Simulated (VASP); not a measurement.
# KTaO3: the relaxed cell at several levels of theory, part 2 of 3

Which functional gives which lattice for KTaO3? The starting structure is a measured crystal structure from the Crystallography Open Database. The first relaxation on each setting starts from this cell expanded by 3 % in volume.

VASP 6.6.1.

Results so far: PBEsol 12.71 Å³ an atom; LDA 12.42 Å³ an atom.

**4. Relaxation with PBE**

Level of this step: PBE; plane waves and PAW (Ta_pv, K_sv, O) (VASP).

PBE, the usual starting point, adds the gradient of the density.

INCAR reads:

```
SYSTEM = KTaO3
PREC = Accurate
ENCUT = 520
EDIFF = 1E-06
NELM = 100
ISMEAR = 0
SIGMA = 0.03
LREAL = .FALSE.
ALGO = Normal
GGA = PE
NBANDS = 25
LORBIT = 11
LWAVE = .FALSE.
LCHARG = .FALSE.
KPAR = 4
IBRION = 2
NSW = 50
ISIF = 3
EDIFFG = -0.004
```

POSCAR reads:

```
KTaO3
1.0
    4.0277906871      0.0000000000      0.0000000000
    0.0000000000      4.0277906871      0.0000000000
    0.0000000000      0.0000000000      4.0277906871
Ta K O
1 1 3
Direct
    0.0000000000      0.0000000000      0.0000000000
    0.5000000000      0.5000000000      0.5000000000
    0.0000000000      0.0000000000      0.5000000000
    0.0000000000      0.5000000000      0.0000000000
    0.5000000000      0.0000000000      0.0000000000
```

KPOINTS reads:

```
Automatic mesh
0
Gamma
6 6 6
0 0 0
```

Potentials, in the order of the species: Ta_pv, K_sv and O (PBE family, release 64).

The run is started by

```
$ mpirun -np 4 vasp_std
```

Log:

```text
[banner, memory and clock lines left out]
running    4 mpi-ranks, on    1 nodes
[...]
LDA part: xc-table for (Slater+PW92), standard interpolation
 POSCAR, INCAR and KPOINTS ok, starting setup
[...]
entering main loop
       N       E                     dE             d eps       ncg     rms          rms(c)
DAV:   1     0.327007304911E+03    0.32701E+03   -0.20983E+04  1000   0.152E+03
DAV:   2    -0.306554839748E+02   -0.35766E+03   -0.34956E+03  1176   0.426E+02
DAV:   3    -0.491469210096E+02   -0.18491E+02   -0.18427E+02  1470   0.957E+01
DAV:   4    -0.497465533218E+02   -0.59963E+00   -0.59906E+00  1613   0.111E+01
[...]
DAV:  12    -0.410666470884E+02   -0.28840E-04   -0.10330E-04  1307   0.869E-02    0.117E-02
DAV:  13    -0.410666455921E+02    0.14962E-05   -0.11988E-05  1382   0.293E-02    0.456E-03
DAV:  14    -0.410666457132E+02   -0.12101E-06   -0.12939E-06   964   0.834E-03
   1 F= -.41066646E+02 E0= -.41066646E+02  d E =-.410666E+02
[...]
DAV:   4    -0.410666376288E+02    0.66127E-05   -0.37076E-05  1441   0.364E-02    0.154E-02
DAV:   5    -0.410666363893E+02    0.12395E-05   -0.16680E-06  1094   0.839E-03    0.441E-03
DAV:   6    -0.410666355980E+02    0.79137E-06   -0.86544E-07   868   0.535E-03
   2 F= -.41066636E+02 E0= -.41066636E+02  d E =0.101152E-04
 trial-energy change:    0.000010  1 .order    0.000007   -0.000053    0.000067
 step:   0.4420(harm=  0.4420)  dis= 0.00000  next Energy=   -41.066657 (dE=-0.116E-04)
[...]
N       E                     dE             d eps       ncg     rms          rms(c)
DAV:   1    -0.410667544919E+02   -0.11810E-03   -0.28591E-03  1168   0.480E-01    0.898E-02
DAV:   2    -0.410666716475E+02    0.82844E-04   -0.28062E-04  1138   0.116E-01    0.412E-02
DAV:   3    -0.410666549236E+02    0.16724E-04   -0.28320E-05  1331   0.490E-02    0.150E-02
DAV:   4    -0.410666536650E+02    0.12586E-05   -0.11737E-05  1426   0.205E-02    0.856E-03
DAV:   5    -0.410666548807E+02   -0.12157E-05   -0.42762E-07   733   0.472E-03    0.221E-03
DAV:   6    -0.410666553552E+02   -0.47449E-06   -0.25174E-07   547   0.315E-03
   3 F= -.41066655E+02 E0= -.41066655E+02  d E =-.964202E-05
[...]
reached required accuracy - stopping structural energy minimisation
```

It took 7.2 s on 4 MPI ranks of AMD EPYC 9R45, shared host; peak memory 0.69 GiB; 27 s of CPU time.

From OUTCAR (step 4):

```text
  Total       -0.0027021     -0.0027021     -0.0027021     -0.0000000      0.0000000     -0.0000000
  in kB       -0.0662174     -0.0662174     -0.0662174     -0.0000000      0.0000000     -0.0000000
  external PRESSURE =      -0.0662174 kB  Pullay stress =       0.0000000 kB

 POSITION                                       TOTAL-FORCE (eV/Angst)
 -----------------------------------------------------------------------------------
      0.00000      0.00000      0.00000         0.000000      0.000000      0.000000
      2.01426      2.01426      2.01426        -0.000000      0.000000      0.000000
     -0.00000      0.00000      2.01426         0.000000      0.000000      0.000000
      0.00000      2.01426      0.00000         0.000000      0.000000      0.000000
      2.01426      0.00000      0.00000         0.000000      0.000000      0.000000
 -----------------------------------------------------------------------------------
    total drift:                                0.000000     -0.000000      0.000000

  FREE ENERGIE OF THE ION-ELECTRON SYSTEM (eV)
  ---------------------------------------------------
  free  energy   TOTEN  =       -41.0666553552 eV

  energy  without entropy=      -41.0666553552  energy(sigma->0) =      -41.06665536

[... 2 parts as in an earlier step ...]

[... 2 further parts left out ...]
[key lines of the parts left out:]
E-fermi :   1.8276
```

With PBE the relaxed cell holds 13.076 Å³ an atom, +3.06 % against the measured cell, with a = 4.029 Å. That is +2.89 % from PBEsol. Pressures at 0.985 and 1.015 times this volume, from two more relaxations that aren't shown, give a bulk modulus of 189.1 GPa.

**5. Relaxation with PBEsol + D3(BJ)**

D3 with Becke-Johnson damping keeps a finite attraction at short range. This run starts from the cell of an earlier relaxation, which isn't shown; the restart sets up the plane waves anew.

INCAR, as its differences from that of step 4:

```diff
@@ -9,3 +9,4 @@
 ALGO = Normal
-GGA = PE
+GGA = PS
+IVDW = 12
 NBANDS = 25
```

POSCAR, as its differences from that of step 4:

```diff
@@ -2,5 +2,5 @@
 1.0
-    4.0277906871      0.0000000000      0.0000000000
-    0.0000000000      4.0277906871      0.0000000000
-    0.0000000000      0.0000000000      4.0277906871
+    3.9708473438      0.0000000000      0.0000000000
+    0.0000000000      3.9708473438      0.0000000000
+    0.0000000000      0.0000000000      3.9708473438
 Ta K O
```

KPOINTS is that of step 4.

The run is started by

```
$ mpirun -np 4 vasp_std
```

Log:

```text
[banner, memory and clock lines left out]
running    4 mpi-ranks, on    1 nodes
[...]
[... a notice as in an earlier step ...]

 LDA part: xc-table for (Slater+PW92), standard interpolation
 POSCAR, INCAR and KPOINTS ok, starting setup
[...]
entering main loop
       N       E                     dE             d eps       ncg     rms          rms(c)
DAV:   1     0.323732486716E+03    0.32373E+03   -0.21058E+04  1000   0.152E+03
DAV:   2    -0.323310249411E+02   -0.35606E+03   -0.34758E+03  1201   0.431E+02
DAV:   3    -0.499968893618E+02   -0.17666E+02   -0.17603E+02  1405   0.939E+01
DAV:   4    -0.506731945194E+02   -0.67631E+00   -0.67555E+00  1663   0.115E+01
[...]
DAV:  12    -0.429095436194E+02   -0.21000E-04   -0.38447E-05  1510   0.491E-02    0.753E-03
DAV:  13    -0.429095424849E+02    0.11345E-05   -0.45320E-06  1270   0.167E-02    0.544E-03
DAV:  14    -0.429095423422E+02    0.14264E-06   -0.81999E-07   933   0.595E-03
   1 F= -.44072111E+02 E0= -.44072111E+02  d E =-.440721E+02
[...]
reached required accuracy - stopping structural energy minimisation
```

Wall time 3.8 s (4 MPI ranks); peak memory 0.68 GiB.

OUTCAR, selected parts (step 5):

```text
 Edisp (eV)   -1.16257

  Total      -0.00329    -0.00329    -0.00329    -0.00000    -0.00000    -0.00000
  in kB      -0.08424    -0.08424    -0.08424    -0.00000    -0.00000    -0.00000
  external pressure =       -0.08 kB  Pullay stress =        0.00 kB

 POSITION                                       TOTAL-FORCE (eV/Angst)
 -----------------------------------------------------------------------------------
      0.00000      0.00000      0.00000         0.000000      0.000000      0.000000
      1.98542      1.98542      1.98542         0.000000      0.000000      0.000000
      0.00000      0.00000      1.98542         0.000000      0.000000      0.000000
      0.00000      1.98542      0.00000         0.000000      0.000000      0.000000
      1.98542      0.00000      0.00000         0.000000      0.000000      0.000000
 -----------------------------------------------------------------------------------
    total drift:                                0.000000     -0.000000      0.000000

  FREE ENERGIE OF THE ION-ELECTRON SYSTEM (eV)
  ---------------------------------------------------
  free  energy   TOTEN  =       -44.0721110219 eV

  energy  without entropy=      -44.0721110219  energy(sigma->0) =      -44.07211102

[... 2 parts as in an earlier step ...]

[... 2 further parts left out ...]
[key lines of the parts left out:]
E-fermi :   1.8956
```

With PBEsol + D3(BJ) the relaxed cell holds 12.522 Å³ an atom, -1.31 % against the measured cell, with a = 3.971 Å. That is -1.47 % from PBEsol. Pressures at 0.985 and 1.015 times this volume, from two more relaxations that aren't shown, give a bulk modulus of 211.8 GPa.

**6. Relaxation with r2SCAN**

r2SCAN adds the kinetic-energy density, costs more than a GGA and is run with LASPH.

INCAR, as its differences from that of step 5:

```diff
@@ -9,4 +9,4 @@
 ALGO = Normal
-GGA = PS
-IVDW = 12
+METAGGA = R2SCAN
+LASPH = .TRUE.
 NBANDS = 25
```

POSCAR, as its differences from that of step 5:

```diff
@@ -2,5 +2,5 @@
 1.0
-    3.9708473438      0.0000000000      0.0000000000
-    0.0000000000      3.9708473438      0.0000000000
-    0.0000000000      0.0000000000      3.9708473438
+    4.0277906871      0.0000000000      0.0000000000
+    0.0000000000      4.0277906871      0.0000000000
+    0.0000000000      0.0000000000      4.0277906871
 Ta K O
```

KPOINTS is that of step 5.

The run is started by

```
$ mpirun -np 4 vasp_std
```

Log:

```text
[banner, memory and clock lines left out]
running    4 mpi-ranks, on    1 nodes
[...]
[... a notice as in an earlier step ...]

 LDA part: xc-table for (None), standard interpolation
 POSCAR, INCAR and KPOINTS ok, starting setup
[...]
entering main loop
       N       E                     dE             d eps       ncg     rms          rms(c)
DAV:   1     0.276210464617E+03    0.27621E+03   -0.21376E+04  1000   0.155E+03
DAV:   2    -0.874782114141E+02   -0.36369E+03   -0.35500E+03  1175   0.440E+02
DAV:   3    -0.106624005684E+03   -0.19146E+02   -0.19071E+02  1504   0.977E+01
DAV:   4    -0.107239963250E+03   -0.61596E+00   -0.61490E+00  1637   0.116E+01
[...]
DAV:  13    -0.871424292464E+02    0.72804E-05   -0.30251E-05  1324   0.367E-02    0.606E-03
DAV:  14    -0.871424280825E+02    0.11638E-05   -0.23188E-06  1132   0.914E-03    0.168E-03
DAV:  15    -0.871424279938E+02    0.88732E-07   -0.14510E-07   958   0.297E-03
   1 F= -.87142428E+02 E0= -.87142428E+02  d E =-.871424E+02
[...]
DAV:   9    -0.871201357219E+02    0.60633E-06   -0.68940E-07   929   0.727E-03
   2 F= -.87120136E+02 E0= -.87120136E+02  d E =0.222923E-01
 trial-energy change:    0.022292  1 .order    0.025239   -0.108256    0.158735
 step:   0.4216(harm=  0.4055)  dis= 0.00000  next Energy=   -87.165470 (dE=-0.230E-01)
[...]
N       E                     dE             d eps       ncg     rms          rms(c)
DAV:   1    -0.873752977649E+02   -0.25516E+00   -0.64359E+00  1100   0.238E+01    0.430E+00
DAV:   2    -0.872065753164E+02    0.16872E+00   -0.55874E-01  1290   0.535E+00    0.212E+00
DAV:   3    -0.871688979690E+02    0.37677E-01   -0.61597E-02  1358   0.227E+00    0.548E-01
DAV:   4    -0.871654811726E+02    0.34168E-02   -0.16774E-02  1555   0.919E-01    0.261E-01
DAV:   5    -0.871657211389E+02   -0.23997E-03   -0.76867E-04  1663   0.166E-01    0.985E-02
DAV:   6    -0.871657509397E+02   -0.29801E-04   -0.28133E-04  1700   0.110E-01    0.333E-02
DAV:   7    -0.871657479000E+02    0.30397E-05   -0.13697E-05  1510   0.279E-02    0.923E-03
DAV:   8    -0.871657471763E+02    0.72372E-06   -0.12820E-06  1082   0.753E-03
   3 F= -.87165747E+02 E0= -.87165747E+02  d E =-.233192E-01
[...]
reached required accuracy - stopping structural energy minimisation
```

Wall time 39 s (4 MPI ranks); peak memory 0.73 GiB.

OUTCAR, selected parts (step 6):

```text
  Total       -0.0069620     -0.0069620     -0.0069620      0.0000000     -0.0000000      0.0000000
  in kB       -0.1747974     -0.1747974     -0.1747974      0.0000000     -0.0000000      0.0000000
  external PRESSURE =      -0.1747974 kB  Pullay stress =       0.0000000 kB

 POSITION                                       TOTAL-FORCE (eV/Angst)
 -----------------------------------------------------------------------------------
      0.00000      0.00000      0.00000        -0.000000     -0.000000      0.000000
      1.99805      1.99805      1.99805         0.000000      0.000000      0.000000
     -0.00000      0.00000      1.99805        -0.000000      0.000000      0.000000
     -0.00000      1.99805     -0.00000        -0.000000     -0.000000      0.000000
      1.99805      0.00000      0.00000        -0.000000     -0.000000      0.000000
 -----------------------------------------------------------------------------------
    total drift:                                0.000000     -0.000000      0.000000

  FREE ENERGIE OF THE ION-ELECTRON SYSTEM (eV)
  ---------------------------------------------------
  free  energy   TOTEN  =       -87.1657471763 eV

  energy  without entropy=      -87.1657471763  energy(sigma->0) =      -87.16574718

[... 2 parts as in an earlier step ...]

[... 2 further parts left out ...]
[key lines of the parts left out:]
E-fermi :   1.5711
```

With r2SCAN the relaxed cell holds 12.763 Å³ an atom, +0.59 % against the measured cell, with a = 3.996 Å. That is +0.42 % from PBEsol. Pressures at 0.985 and 1.015 times this volume, from two more relaxations that aren't shown, give a bulk modulus of 210.0 GPa.

**7. Relaxation with r2SCAN + rVV10**

rVV10 adds a nonlocal correlation energy for dispersion.

INCAR, as its differences from that of step 6:

```diff
@@ -10,2 +10,6 @@
 METAGGA = R2SCAN
+LUSE_VDW = .TRUE.
+IVDW_NL = 2
+BPARAM = 11.95
+CPARAM = 0.0093
 LASPH = .TRUE.
```

POSCAR is that of step 6.

KPOINTS is that of step 6.

The run is started by

```
$ mpirun -np 4 vasp_std
```

Log:

```text
[banner, memory and clock lines left out]
running    4 mpi-ranks, on    1 nodes
[...]
|                                                                             |
|               ----> ADVICE to this user running VASP <----                  |
|                                                                             |
|     You have switched on vdW-DFT.                                           |
|     This routine was written and supplied by Jiri Klimes. We recommend      |
|     that you carefully read and cite the following publications:            |
|       J. Klimes, D.R. Bowler, A. Michelides                                 |
|          J. Phys.: Cond Matt. 22 022201 (2010)                              |
|       J. Klimes, D.R. Bowler, A. Michelides                                 |
|          Phys. Rev. B. 83, 195131 (2011)                                    |
|     and references therein.                                                 |
|                                                                             |

[...]
DAV:   6    -0.862037355791E+02   -0.60961E-04   -0.46207E-04  1683   0.139E-01    0.424E-02
Total rVV10 correction in eV:      0.9591692    39.3928220
Total rVV10 correction in eV:      0.9591692    39.3928220
Total rVV10 correction in eV:      0.9591692    39.3928220
Total rVV10 correction in eV:      0.9591692    39.3928220
DAV:   7    -0.862037302558E+02    0.53233E-05   -0.22641E-05  1535   0.352E-02    0.125E-02
Total rVV10 correction in eV:      0.9591731    39.3928220
Total rVV10 correction in eV:      0.9591731    39.3928220
Total rVV10 correction in eV:      0.9591731    39.3928220
Total rVV10 correction in eV:      0.9591731    39.3928220
DAV:   8    -0.862037294458E+02    0.81009E-06   -0.20513E-06  1163   0.939E-03
Total rVV10 correction in eV:      0.9591912    39.3928220
Total rVV10 correction in eV:      0.9591912    39.3928220
Total rVV10 correction in eV:      0.9591912    39.3928220
Total rVV10 correction in eV:      0.9591912    39.3928220
Total rVV10 correction in eV:      0.9591814    39.3928220
Total rVV10 correction in eV:      0.9591814    39.3928220
Total rVV10 correction in eV:      0.9591814    39.3928220
Total rVV10 correction in eV:      0.9591814    39.3928220
   3 F= -.86203729E+02 E0= -.86203729E+02  d E =-.366633E-01
[...]
reached required accuracy - stopping structural energy minimisation
```

The job ended after 74 s (4 MPI ranks; peak memory 1.1 GiB; 4.9 min of CPU time).

From OUTCAR (step 7):

```text
  Total       -0.0149542     -0.0149542     -0.0149542      0.0000000      0.0000000     -0.0000000
  in kB       -0.3776517     -0.3776517     -0.3776517      0.0000000      0.0000000     -0.0000000
  external PRESSURE =      -0.3776517 kB  Pullay stress =       0.0000000 kB

 POSITION                                       TOTAL-FORCE (eV/Angst)
 -----------------------------------------------------------------------------------
      0.00000      0.00000      0.00000        -0.000000     -0.000000      0.000000
      1.99418      1.99418      1.99418         0.000000      0.000000      0.000000
      0.00000      0.00000      1.99418        -0.000000      0.000000      0.000000
     -0.00000      1.99418     -0.00000        -0.000000     -0.000000      0.000000
      1.99418     -0.00000     -0.00000        -0.000000     -0.000000      0.000000
 -----------------------------------------------------------------------------------
    total drift:                                0.000000     -0.000000      0.000000

  FREE ENERGIE OF THE ION-ELECTRON SYSTEM (eV)
  ---------------------------------------------------
  free  energy   TOTEN  =       -86.2037294458 eV

  energy  without entropy=      -86.2037294458  energy(sigma->0) =      -86.20372945

[... 2 parts as in an earlier step ...]

[... 2 further parts left out ...]
[key lines of the parts left out:]
E-fermi :   1.5919
```

With r2SCAN + rVV10 the relaxed cell holds 12.689 Å³ an atom, +0.00 % against the measured cell, with a = 3.988 Å. That is -0.16 % from PBEsol. Pressures at 0.985 and 1.015 times this volume, from two more relaxations that aren't shown, give a bulk modulus of 214.0 GPa.

(Part 2 of 3 ends here.)

[Lines on the potential files, build, host, timing and source positions are cut from VASP's logs without a mark.]

[Logs are printed without paths, hosts, clocks, repeated set-up lines and the standing remarks that a program may print on its own settings, such as how far it seeks lower states.]

[Hosts, paths, dates, database ids (printed as entryN), source tags and the programs' standing remarks are cut or masked in the printed files.]
